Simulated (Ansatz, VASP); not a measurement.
**Two plane-wave programs on PtSe2**

```
Pt Se
1.0
     3.71731    0.00000    0.00000
    -1.85865    3.21928    0.00000
     0.00000    0.00000    5.82007
Pt Se
1 2
Direct
  0.00000 0.00000 0.00000
  0.66667 0.33333 0.77461
  0.33333 0.66667 0.22539
```

Alike in both runs: task relaxation of cell and atoms; functional PBE; dispersion D3(BJ); k mesh 9 × 9 × 6; occupations gaussian, width 0.02 eV; no spin polarisation.

```csv
,VASP,Ansatz
version,VASP 6.6.1,Ansatz 0.2.0
potentials or method,"VASP PAW PBE potentials, release 64 (Pt, Se)","scalar-relativistic, plane waves, PAW"
plane-wave cutoff (eV),600,420
valence electrons in the cell,22,50
```

VASP gave:

| Item | Value |
| --- | --- |
| gap on the k mesh at the Fermi level, each at its own relaxed structure (eV) | none |
| relaxed volume (Å³/atom) | 19.79 |
| relaxed cell length with the largest relative difference (Å) | 4.826 |
| energy change over the relaxation (meV/atom) | -49 |

Problem. Which values does Ansatz return?

Solution. gap on the k mesh at the Fermi level, each at its own relaxed structure (eV): none; relaxed volume (Å³/atom): 19.82; relaxed cell length with the largest relative difference (Å): 4.834; energy change over the relaxation (meV/atom): -48.

A gap of «none» marks a metal or a gap that the smearing closes. The two sets of potentials don't hold the same shells in valence. Ansatz warned: «structure_snapped_to_symmetry».

The runs have no spin-orbit coupling, so splittings on Pt are missing.
